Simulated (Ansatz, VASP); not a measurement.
**One calculation of BP, two programs**

Contents of INCAR:

```
ALGO = Normal ; EDIFF = 1E-6
EDIFFG = -0.01 ; ENCUT = 600
GGA = PE ; IBRION = 2
ISIF = 3 ; ISMEAR = 0
LASPH = T ; LCHARG = F
LREAL = F ; LWAVE = F
NELM = 100 ; NSW = 100
PREC = Accurate ; SIGMA = 0.1
```

File KPOINTS:

```
k-points
0
Gamma
  12 12 4
```

Contents of POSCAR:

```
BP
1.0
    5.0586373320      0.0000000000      0.0000000000
   -2.5293186660      4.3809084380      0.0000000000
    0.0000000000      0.0000000000      9.7437035841
B P
6 6
Direct
    0.8445215052      0.4222607526      0.0833333333
    0.5777392474      0.4222607526      0.4166666667
    0.4222607526      0.8445215052      0.2500000000
    0.5777392474      0.1554784948      0.7500000000
    0.1554784948      0.5777392474      0.5833333333
    0.4222607526      0.5777392474      0.9166666667
    0.6314709373      0.2629418745      0.2500000000
    0.2629418745      0.6314709373      0.0833333333
    0.3685290627      0.6314709373      0.4166666667
    0.7370581255      0.3685290627      0.5833333333
    0.6314709373      0.3685290627      0.9166666667
    0.3685290627      0.7370581255      0.7500000000
```

Input for Ansatz:

```yaml
crystal:
  lattice:
    - [5.058637332, 0.0, 0.0]
    - [-2.529318666, 4.380908438, 0.0]
    - [0.0, 0.0, 9.7437035841]
  atoms:
    - { symbol: B, position: [0.8445215052, 0.4222607526, 0.0833333333] }
    - { symbol: B, position: [0.5777392474, 0.4222607526, 0.4166666667] }
    - { symbol: B, position: [0.4222607526, 0.8445215052, 0.25] }
    - { symbol: B, position: [0.5777392474, 0.1554784948, 0.75] }
    - { symbol: B, position: [0.1554784948, 0.5777392474, 0.5833333333] }
    - { symbol: B, position: [0.4222607526, 0.5777392474, 0.9166666667] }
    - { symbol: P, position: [0.6314709373, 0.2629418745, 0.25] }
    - { symbol: P, position: [0.2629418745, 0.6314709373, 0.0833333333] }
    - { symbol: P, position: [0.3685290627, 0.6314709373, 0.4166666667] }
    - { symbol: P, position: [0.7370581255, 0.3685290627, 0.5833333333] }
    - { symbol: P, position: [0.6314709373, 0.3685290627, 0.9166666667] }
    - { symbol: P, position: [0.3685290627, 0.7370581255, 0.75] }
basis:
  ecutwfc: 420
kpoints:
  mp_grid: { grid: [12, 12, 4] }
hamiltonian:
  xc: pbe
scf:
  occupations: { method: gaussian, width: 0.1 }
output:
  forces: true
  stress: true
  eigenvalues: true
relax:
  adjacent_minimum: "off"
  f_tol: 0.01
  max_steps: 80
  cell: { stress_tol: 0.05 }
```

Alike in both runs: task relaxation of cell and atoms; functional PBE; k mesh 12 × 12 × 4; occupations gaussian, width 0.1 eV; no spin polarisation.

```csv
,VASP,Ansatz
version,VASP 6.6.1,Ansatz 0.2.0
potentials or method,"VASP PAW PBE potentials, release 64 (B, P)","scalar-relativistic, plane waves, PAW"
plane-wave cutoff (eV),600,420
valence electrons in the cell,48,48
```

Ansatz gave:

```
gap on the k mesh at the Fermi level, each at its own relaxed structure (eV) : none
relaxed volume (Å³/atom)                                                     : 17.99
relaxed cell length with the largest relative difference (Å)                 : 9.744
```

Task: What did VASP give for the same quantities?

Result: gap on the k mesh at the Fermi level, each at its own relaxed structure (eV): none; relaxed volume (Å³/atom): 17.97; relaxed cell length with the largest relative difference (Å): 9.736.

A gap of «none» marks a metal or a gap that the smearing closes.
